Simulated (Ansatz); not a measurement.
## Si in Ansatz: the effect of functional

The system is Si.

```
Si
1.0
    -1.64832    1.64832    1.33770
     1.64832   -1.64832    1.33770
     1.64832    1.64832   -1.33770
Si
1
Direct
  0.00000 0.00000 0.00000
```

This isn't the form of Si at room conditions, which is diamond.

The cell isn't the ideal one: volume scaled by 1.04.

Alike in all runs:

| Property | Result |
| --- | --- |
| Program | Ansatz 0.2.0 |
| Task | single point |
| Potentials or basis | Ansatz PAW |
| k mesh | 13 × 13 × 13 |
| Occupations | fermi-dirac, width 0.05 eV |
| Spin | no spin polarisation |

Task: One run gave: pressure -2.7 GPa. Which functional did it use?
A. PBEsol
B. r2SCAN
C. LDA

Result: A.

| functional | cutoff | pressure (GPa) |
| --- | --- | --- |
| LDA | 420 eV (not typed: the program's choice for these potentials) | -3.6 |
| PBEsol | 420 eV (not typed: the program's choice for these potentials) | -2.7 |
| r2SCAN | 500 eV (not typed: the program's choice for these potentials) | -3.4 |

Caveats: the PAW data sets come from PBE, with cores solved anew for the run's functional, which leaves a small shift of forces and pressure.
